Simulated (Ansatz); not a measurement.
Method: DFT PBE, scalar-relativistic, plane waves, PAW in Ansatz. All cells share a 420 eV cutoff and Γ-centred k meshes spaced at most about 0.3 Å⁻¹ (about 0.25 or finer for metals, 2π included). No spin polarisation.

These are static total energies at zero pressure.

Question: Which of these relaxed structures of Na2Cl3 is the lowest in energy?
A.

```cif
data_structure
_symmetry_space_group_name_H-M 'P4/mmm'
_symmetry_Int_Tables_number 123
_cell_length_a 4.6097
_cell_length_b 4.6097
_cell_length_c 8.5406
_cell_angle_alpha 90.000
_cell_angle_beta 90.000
_cell_angle_gamma 90.000
_cell_volume 181.48
loop_
_atom_site_label
_atom_site_type_symbol
_atom_site_symmetry_multiplicity
_atom_site_Wyckoff_symbol
_atom_site_fract_x
_atom_site_fract_y
_atom_site_fract_z
_atom_site_occupancy
Na1 Na 2 g 0.00000 0.00000 0.69745 1
Cl1 Cl 1 a 0.00000 0.00000 0.00000 1
Cl2 Cl 2 e 0.00000 0.50000 0.50000 1
```

B.

```cif
data_structure
_symmetry_space_group_name_H-M 'P-3m1'
_symmetry_Int_Tables_number 164
_cell_length_a 4.8696
_cell_length_b 4.8696
_cell_length_c 6.0116
_cell_angle_alpha 90.000
_cell_angle_beta 90.000
_cell_angle_gamma 120.000
_cell_volume 123.46
loop_
_atom_site_label
_atom_site_type_symbol
_atom_site_symmetry_multiplicity
_atom_site_Wyckoff_symbol
_atom_site_fract_x
_atom_site_fract_y
_atom_site_fract_z
_atom_site_occupancy
Na1 Na 2 d 0.33333 0.66667 0.21982 1
Cl1 Cl 1 a 0.00000 0.00000 0.00000 1
Cl2 Cl 2 d 0.33333 0.66667 0.69253 1
```

Answer: B. The other, A, lies 76 meV/atom higher. Forms: B P-3m1; A P4/mmm. Counting Cl atoms around Na (those within 1.25 times the shortest such distance or 1.15 times the sum of covalent radii; a plus sign parts nearer from farther groups): B has Na 8; A has Na 1+4. Both come from invented guesses.

In P-3m1, P4/mmm an odd number of electrons in the primitive cell allows no gap without spin; a larger cell or a magnetic state could open one. A magnetic state wasn't ruled out in cells without spin, among them P-3m1, P4/mmm. Cells relaxed within their symmetry can be saddle points. Some candidate types were left out of the draw beforehand, so a known form may be missing.
